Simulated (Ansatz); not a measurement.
**EuO (Fm-3m): equation of state**

An exercise on one series of results from a longer session: the logs are not shown, and one member is left open.

Method: DFT r²SCAN, scalar-relativistic, plane waves, PAW, in Ansatz 0.2.0.

## The system as given

The structure is cubic, space group Fm-3m (No. 225). Conventional cell: a = 5.048 Å, b = 5.048 Å, c = 5.048 Å, α = 90.00°, β = 90.00°, γ = 90.00°. Eu (site symmetry m-3m) has 6 O at 2.52 Å as nearest neighbours. O (site symmetry m-3m) has 6 Eu at 2.52 Å as nearest neighbours.

Coordinates:

```xyz
2
Lattice="0.0000 2.5238 2.5238 2.5238 0.0000 2.5238 2.5238 2.5238 0.0000" Properties=species:S:1:pos:R:3 pbc="T T T"
Eu    0.0000    0.0000    0.0000
O     2.5238    2.5238    2.5238
```

This cell comes from an earlier session at r²SCAN: 16.076 Å³/atom at 0.00 GPa, on a 12×12×12 mesh.

Volume factors to run: 0.980, 1.020, 0.960, 1.040.

Set-up of the first run:

The input, input.yaml:

```yaml
crystal:
  lattice:
    - [0.0, 2.506892254, 2.506892254]
    - [2.506892254, 0.0, 2.506892254]
    - [2.506892254, 2.506892254, 0.0]
  atoms:
    - { symbol: Eu, position: [0.0, 0.0, 0.0], spin: 7.32 }
    - { symbol: O, position: [0.5, 0.5, 0.5] }
basis:
  ecutwfc: 500
  ecutrho_ratio: 4
kpoints:
  mp_grid: { grid: [12, 12, 12] }
hamiltonian:
  xc: r2scan
scf:
  occupations: { method: gaussian, width: 0.05 }
output:
  forces: true
  stress: true
  eigenvalues: true
  populations: true
magnetization:
  spin_polarized: true
```

Run with:

```bash
$ ansatz run input.yaml --threads 2 --pin off --max-ram 5120MiB --backend cpu --events-out ev --progress --plain --runs-dir out
```

Among the steps run: Volume × 0.980; At 1.020 of the relaxed volume; Volume × 0.960; At 1.040 of the relaxed volume.

One of the session's tables, all rows but one given; the rest of the session is left out.

It belongs to the step «Energy and pressure against volume». 

| volume (Å³/atom) | energy (meV/atom) | pressure (GPa) | moment of atom 1 (μB) |
| --- | --- | --- | --- |
| 15.433 | 8.89 | 4.67 | 6.62 |
| 15.755 | ? | ? | ? |
| 16.076 | 0.00 | 0.00 | 6.65 |
| 16.398 | 1.94 | -1.96 | 6.67 |
| 16.719 | 7.67 | -3.73 | 6.68 |

Q: Estimate the row for volume (Å³/atom) = 15.755 from the others.

Worked estimate for «energy (meV/atom)». A straight line through the neighbours (15.433, 8.89) and (16.076, 0.00) gives 8.89 + (0.00 − 8.89) × (15.755 − 15.433) / (16.076 − 15.433) = 4.44; a parabola fitted to 3 rows on both sides gives 2.31.

The run gave: energy (meV/atom): 2.12; pressure (GPa): 2.16; moment of atom 1 (μB): 6.63. In «energy (meV/atom)» the line misses by +2.32 and the parabola by +0.19.

Caveats from the session: No U or exact exchange acts on the open f shell of Eu, so the metal found here may be the functional's error. Warnings in the runs' records: stability check not made, given moment on shells.
